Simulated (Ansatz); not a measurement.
**Ta$_{2}$N (P-3m1), comparing deformations**

Level of theory: DFT PBEsol, scalar-relativistic, plane waves, PAW in Ansatz. Settings: plane waves to 420 eV, k-mesh 18×18×10 (Γ-centred), Gaussian smearing 0.15 eV. Spin–orbit coupling is left out, which can shift energies with elements as heavy as these. No spin polarisation. Energies are free energies at this smearing, counted from the undisturbed cell; pressure is positive in compression.

Reference structure (relaxed at this level; it needn't be the usual structure):

```xyz
3
Lattice="3.0786 0.0000 0.0000 -1.5393 2.6662 0.0000 0.0000 0.0000 4.8233" Properties=species:S:1:pos:R:3 pbc="T T T"
Ta    1.5393    0.8887    3.5994
Ta    0.0000    1.7774    1.2239
N     0.0000    0.0000    0.0000
```

The cell is strained by ε times a Voigt pattern (xx, yy, zz, yz, xz, xy; engineering shear) with fractional coordinates fixed. τ = (1/V0) dE/dε comes from the stress tensor. Of each scan, only the three points used here are listed.

```csv
pattern,ε,τ (GPa)
"(0, 1, 0, 0, 0, 0)",-0.0100,-5.12
"(0, 1, 0, 0, 0, 0)",0.0000,0.02
"(0, 1, 0, 0, 0, 0)",0.0050,2.46
"(0, 0, 0, 1, 0, 0)",-0.0200,-3.38
"(0, 0, 0, 1, 0, 0)",0.0000,0.00
"(0, 0, 0, 1, 0, 0)",0.0100,1.63
```

**Question.** Which constants do the scans give, and which deformation costs least for the same size of strain tensor?

**Answer.** The slope dτ/dε at zero (parabola through three points) is pᵀCp: (0, 1, 0, 0, 0, 0) gives C22 = 497 GPa; (0, 0, 0, 1, 0, 0) gives C44 = 165 GPa. The size of the strain tensor, ε:ε, is ε² times 1.0, 0.5. Per unit of it the stiffnesses are 497, 330 GPa, so (0, 0, 0, 1, 0, 0) is the softest of these: at ε:ε = (1 %)² the quadratic term costs 1.36 meV/atom against 2.05 for the stiffest. These are clamped-ion values.

Forces appear on the atoms along this scan, and letting them relax would lower the energy and soften the response. In a metal these slopes depend on the k mesh and the smearing.